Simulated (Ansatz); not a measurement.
Method: Ansatz, DFT PBE, scalar-relativistic, plane waves, PAW. All cells share a 420 eV cutoff and Γ-centred k meshes spaced at most about 0.3 Å⁻¹ (about 0.25 or finer for metals, 2π included). No spin polarisation in the final relaxations.

All energies are static (0 K, no zero-point motion). All come from trial cells, and lower structures may exist.

Task: Order these relaxed structures of Au by energy, lowest first, with the energy over the lowest of them.
A.

```xyz
1
Lattice="-1.6514 1.6514 1.6514 1.6514 -1.6514 1.6514 1.6514 1.6514 -1.6514" Properties=species:S:1:pos:R:3 pbc="T T T"
Au    0.0000    0.0000    0.0000
```

B.

```xyz
1
Lattice="2.7484 0.0000 0.0000 0.0000 2.7484 0.0000 0.0000 0.0000 2.7484" Properties=species:S:1:pos:R:3 pbc="T T T"
Au    1.3742    1.3742    1.3742
```

Result: A (0 meV/atom), B (180 meV/atom). Forms: A bcc type, Im-3m; B simple cubic type, Pm-3m. Counting all near atoms (those within 1.25 times the shortest distance at each site; a plus sign parts nearer from farther groups): A has Au 8+6; B has Au 6.

These runs have no spin–orbit coupling, which can matter for Au. Cells relaxed within their symmetry can be saddle points. The part of the Crystallography Open Database at hand lists Au in space groups No. 194, 225; no cell shown has one of them. Some candidate types were left out of the draw beforehand, so a known form may be missing.
